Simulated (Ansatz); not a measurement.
MnO:

```
Mn O
1.0
     0.00000    2.22391    2.22391
     2.22391    0.00000    2.22391
     2.22391    2.22391    0.00000
Mn O
1 1
Direct
  0.00000 0.00000 0.00000
  0.50000 0.50000 0.50000
```

The cell is a database's computed one.

- Program: Ansatz 0.2.0
- Task: single point
- Functional: PBEsol
- Potentials or basis: Ansatz PAW
- Cutoff: 420 eV (not typed: the program's choice for these potentials)
- k mesh: 10 × 10 × 10
- Occupations: fermi-dirac, width 0.05 eV
- Spin: collinear spin, ferromagnetic start
- Starting moments: [4.0, 0.0] μB

On this cell: pressure -7.2 GPa; largest force zero by symmetry; net moment 4.77 μB per cell; site moments Mn +4.03; O +0.23 μB; band gap on the k mesh none (metal or under the smearing width).

The same run follows on a disturbed copy (atoms moved at random, drawn with an rms of 0.05 Å):

```xyz
2
Lattice="0.0000 2.2239 2.2239 2.2239 0.0000 2.2239 2.2239 2.2239 0.0000" Properties=species:S:1:pos:R:3 pbc="T T T"
Mn    0.0214    0.0100   -0.0449
O     2.2306    2.2150    2.2615
```

Question: What changes?

Answer: The energy (extrapolated to zero smearing) moves by +5.7 meV/atom; pressure -6.5 GPa; largest force 0.276 eV/Å; net moment 4.78 μB per cell; site moments Mn +3.96; O +0.23 μB; band gap on the k mesh none (metal or under the smearing width).

Forces on the atoms (eV/Å):
```
Mn  -0.043 -0.055  0.267
O    0.043  0.055 -0.267
```

Stress tensor (GPa, compression positive):
```
-6.84 -0.01  0.05
-0.01 -6.81  0.06
 0.05  0.06 -5.74
```

Caveats: a cell with one magnetic atom can't hold antiferromagnetic order, which such compounds often take; semilocal functionals often make such compounds metallic where correlation or magnetic order opens a gap, which also shifts bond lengths; the PAW data sets come from PBE, with cores solved anew for the run's functional, which leaves a small shift of forces and pressure.
